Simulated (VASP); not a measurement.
Runs of VASP 6.6.1 on GaAs. The structure is cubic, space group F-43m (No. 216). Conventional cell: a = 5.663 Å, b = 5.663 Å, c = 5.663 Å, α = 90.00°, β = 90.00°, γ = 90.00°. Around Ga (site symmetry -43m) lie 4 As at 2.45 Å. As (site symmetry -43m) has 4 Ga at 2.45 Å as nearest neighbours. 

```csv
task,level,potentials or basis,spin,cell,k mesh,cutoff (eV),gap on the mesh (eV),pressure (GPa)
band structure,PBEsol,"VASP PAW PBE potentials, release 64 (Ga_d, As)","SOC, no magnetisation","F-43m, 22.7 Å³/atom",6 × 6 × 6,520,-,0.0
band structure,TB-mBJ,"VASP PAW PBE potentials, release 64 (Ga_d, As)",off,"F-43m, 22.7 Å³/atom",10 × 10 × 10,520,1.55,-
band structure,PBEsol,"VASP PAW PBE potentials, release 64 (Ga_d, As)",off,"F-43m, 22.7 Å³/atom",10 × 10 × 10,520,0.42,0.0
relaxation of cell and atoms,PBEsol,"VASP PAW PBE potentials, release 64 (Ga_d, As)",off,relaxed,10 × 10 × 10,600,0.42,0.0
band structure,LDA,"VASP PAW LDA potentials, release 64 (Ga_d, As)",off,"F-43m, 22.7 Å³/atom",10 × 10 × 10,520,0.30,(a)
```

Alike in all rows: smearing gaussian 0.03 eV.

Problem. Estimate the missing entries.

Solution. (a) -1.9.

Caveats: the PAW data sets were made with another functional, which shifts forces and pressure a little (some runs).

A k mesh can miss the band edges, and rows without SOC leave out spin-orbit coupling on As, Ga.
